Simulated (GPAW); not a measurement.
# Quasiparticle gap of BN (Qingsongite) in GPAW, part 2 of 2

Wanted: ground state, empty states, screening and self-energy for BN (Qingsongite).

GPAW 26.7.0; PBE and many-body steps on it, plane waves. Known limits of the many-body steps: not at the basis limit.

So far. Step 3 (Bands along the symmetry lines): The gap is 4.457 eV, as in the run before at this level. Step 4 (Empty states on the mesh, 8×8×8 mesh, 72 bands): On this mesh the gap is 4.457 eV.

## 5. Screening and self-energy, 8×8×8 mesh, 62 bands, screening to 175 eV

G0W0 replaces the xc potential by the self-energy, built once from these orbitals. Only a window of levels is corrected, while the sums run over the empty bands that the input names.

This step: G0W0 on PBE, plane waves, PAW.

Contents of run.py:

```python
import json
import numpy as np
from gpaw.mpi import world
from gpaw.response.g0w0 import G0W0

gw = G0W0('full.gpw',
    filename='gw',
    kpts=[0, 24],
    bands=(2, 6),
    ecut=175,
    nbands=62,
    integrate_gamma='WS',
    ppa=True)
gw.calculate()
res = {mode: {k: v for k, v in r.items() if k != 'sigma_eskwn'}
       for mode, r in gw.all_results.items()}

if world.rank == 0:
    with open('result.json', 'w') as f:
        json.dump(res, f, default=lambda x: x.tolist())
```

Run with:

```
mpirun -n 8 gpaw python run.py
```

Numbers of over 12 decimals in the logs are rounded to 6 here.

The program printed:

```text
Using integrator: PointIntegrator
FrequencyGridDescriptor(from 0.000+0.000j to 0.000+27.211j eV, 2 points)
Nonperiodic BCs:  [False False False]
Using integrator: PointIntegrator
FrequencyGridDescriptor(from 0.000+0.000j to 0.000+27.211j eV, 2 points)
Nonperiodic BCs:  [False False False]
  ___  _ _ _
 |   || | | |
 | | || | | |
 |__ ||_____|
 |___|

BZ k-points: Symmetries present (total): 24

  [... matrices ...]
512 k-points: 8 x 8 x 8 Monkhorst-Pack grid + [1/16,1/16,1/16]
29 k-points in the irreducible part of the Brillouin zone
       k-points in crystal coordinates                weights
   0:     0.00000000    0.00000000    0.00000000          1/512
   1:     0.12500000    0.12500000    0.00000000          6/512
   2:     0.12500000    0.12500000    0.12500000          8/512
   3:     0.25000000    0.12500000    0.12500000         12/512
   4:     0.25000000    0.25000000    0.00000000          6/512
   5:     0.25000000    0.25000000    0.12500000         24/512
   6:     0.25000000    0.25000000    0.25000000          8/512
   7:     0.37500000    0.25000000   -0.37500000         24/512
   8:     0.37500000    0.25000000    0.12500000         24/512
   9:     0.37500000    0.25000000    0.25000000         24/512
          ...
  28:     0.50000000    0.50000000    0.50000000          4/512

Distributing spins, k-points and bands (1 x 2 x 4) over 8 processes
Number of blocks: 1

Quasi particle states:
k-points (IBZ indices): [0, 24]
Band range: (2, 6)
  [... matrices ...]
Computational parameters:
Plane wave cut-off: 175 eV
Number of bands: 62
Coulomb cutoff: None
Broadening: 0.1 eV

fxc modes: GW
Kernel: RPA
Using Godby-Needs plasmon-pole approximation:
  Fitting energy: i*E0, E0 = 1.000 Hartree
Summing all q:

Calculating screened Coulomb potential
No Coulomb truncation
FrequencyGridDescriptor(from 0.000+0.000j to 0.000+27.211j eV, 2 points)
Removing empty qpoint cache files...

Calculating chi0 body with:
    Ground state adapter containing:
    Number of spins: 1
    Number of kpoints: 512
    Number of irreducible kpoints: 29
    Number of completely occupied states: 4
    Number of partially occupied states: 4
    Occupied states memory: 0.205994 M / cpu

    Linear response parametrization:
    q_c: [0.0, 0.0, 0.0]
    Number of frequency points: 2
    Planewave cutoff: 175.0
    Number of bands: 62
    Number of planewaves: 59
    Broadening (eta): 1e-06
    comm.size: 8
    kncomm.size: 8
    blockcomm.size: 1

    Memory estimate of potentially large arrays:
        chi0_wGG: 0.106232 M / cpu
Integrating chi0 body.

Symmetries of q_c:
    Direct symmetries (Uq -> q): 24
    Indirect symmetries (TUq -> q): 24
In total 48 allowed symmetries.

  [... matrices ...]
29 groups of equivalent kpoints. 94.3359375% reduction.

Integral kind: response function
Integrating chi0 head and wings.

Symmetries of q_c:
    Direct symmetries (Uq -> q): 24
    Indirect symmetries (TUq -> q): 24
In total 48 allowed symmetries.

  [... matrices ...]
29 groups of equivalent kpoints. 94.3359375% reduction.

Integral kind: response function wings

Calculating chi0 body with:
    Ground state adapter containing:
    Number of spins: 1
    Number of kpoints: 512
    Number of irreducible kpoints: 29
    Number of completely occupied states: 4
    Number of partially occupied states: 4
    Occupied states memory: 0.205994 M / cpu

[... the further q-points ...]

Results:
f:      Occupation numbers
eps:     KS-eigenvalues [eV]
vxc:     KS vxc [eV]
exx:     Exact exchange [eV]
sigma:   Self-energies [eV]
dsigma:  Self-energy derivatives
Z:       Renormalization factors
qp:      QP-energies [eV]

k-point 0 (0): (0.000, 0.000, 0.000)                GW
band       f     eps     vxc     exx   sigma  dsigma       Z      qp
                                                                   GW
   2   1.000  10.095 -19.276 -22.790   2.543  -0.210   0.827   9.292
   3   1.000  10.095 -19.276 -22.790   2.543  -0.210   0.827   9.292
   4   0.000  18.923 -14.662  -7.966  -5.127  -0.186   0.843  20.245
   5   0.000  18.923 -14.662  -7.966  -5.127  -0.186   0.843  20.245

k-point 1 (24): (0.500, 0.500, 0.000)                GW
band       f     eps     vxc     exx   sigma  dsigma       Z      qp
                                                                   GW
   2   1.000   5.196 -17.087 -22.204   3.555  -0.225   0.816   3.921
   3   1.000   5.196 -17.087 -22.204   3.555  -0.225   0.816   3.921
   4   0.000  14.552 -13.270  -8.053  -4.386  -0.170   0.855  15.263
   5   0.000  19.330 -13.926  -7.948  -4.949  -0.175   0.851  20.205
```

Elapsed: 33 s, on 8 MPI ranks of Intel Xeon Platinum 8488C (Sapphire Rapids), shared host; peak memory 2 GiB; 4.4 min of CPU time.

Numbers from this step:

```yaml
g0w0_gap_on_the_points_computed: 5.970 eV
least_direct_g0w0_gap_on_the_computed_points: 10.95 eV
z_at_the_valence_top: 0.8267
z_at_the_conduction_bottom: 0.8546
starting_gap_on_the_mesh: 4.457 eV
k_of_the_valence_top: 0, 0, 0
k_of_the_conduction_bottom: 0.5, 0.5, 0
```

The gap on the mesh goes from 4.46 eV to 5.97 eV, a correction of +1.51 eV.

Limits: finite bands, cutoff and mesh. v1 is the top filled band, c1 the lowest empty one. Levels before and after the correction, in eV, zero at the valence-band top of each column:

|  | conduction bottom | valence top |
| --- | --- | --- |
| Kohn-Sham | 4.46 | 0.00 |
| G0W0 | 5.97 | 0.00 |

|  | level | energy (eV) |
| --- | --- | --- |
| Kohn-Sham | Γ v2-v1 | 0.000 |
| Kohn-Sham | Γ c1-c2 | 8.828 |
| Kohn-Sham | (0.5 0.5 0) v2-v1 | -4.899 |
| Kohn-Sham | (0.5 0.5 0) c1 | 4.457 |
| Kohn-Sham | (0.5 0.5 0) c2 | 9.235 |
| G0W0 | Γ v2-v1 | 0.000 |
| G0W0 | Γ c1-c2 | 10.953 |
| G0W0 | (0.5 0.5 0) v2-v1 | -5.371 |
| G0W0 | (0.5 0.5 0) c1 | 5.970 |
| G0W0 | (0.5 0.5 0) c2 | 10.913 |

## 6. Where the time went

Times are wall times on 8 MPI ranks of Intel Xeon Platinum 8488C (Sapphire Rapids), shared host, good to a factor of about two.

| step | time | share | memory (GiB) |
| --- | --- | --- | --- |
| ground state | 4.1 s | 9 % | 1.1 |
| bands along the symmetry lines | 3.5 s | 8 % | 0.95 |
| empty states on the mesh | 4.1 s | 9 % | 1.3 |
| screening and self-energy | 33 s | 74 % | 2.0 |

## 7. Outcome

```
PBE gap              : 4.46 eV, indirect
G0W0 gap on the mesh : 5.97 eV
GW settings          : 8×8×8 mesh, 62 bands, screening to 175 eV, Godby-Needs plasmon pole
known limits         : not at the basis limit
```

G0W0 moves the gap on the mesh from 4.46 eV to 5.97 eV (+1.51 eV), with Z of 0.83 and 0.85 at the edges. Only 2 of the mesh's irreducible points were corrected, so a valley elsewhere could overtake. The dearest step here is «screening and self-energy». Bands and cutoff are finite, so the gap is not at the basis limit. The miss can reach some tenths of an eV and take either sign; the mesh is an error of its own. These stock PAW sets were not made for GW. In the G0W0 run levels were corrected at 2 k points alone, so a gap called «on the mesh» is the least over those, and an edge elsewhere would be missed.

[Paths, hosts, dates, memory and timing lines, banners, echoed tables and standing remarks are left out of the program output.]

[Logs are printed without paths, hosts, clocks, repeated set-up lines and the standing remarks that a program may print on its own settings, such as how far it seeks lower states.]

[Runs of the session that timed out or met a known fault of the program may be left out.]

[Hosts, paths, dates, database ids (printed as entryN), source tags and the programs' standing remarks are cut or masked in the printed files.]
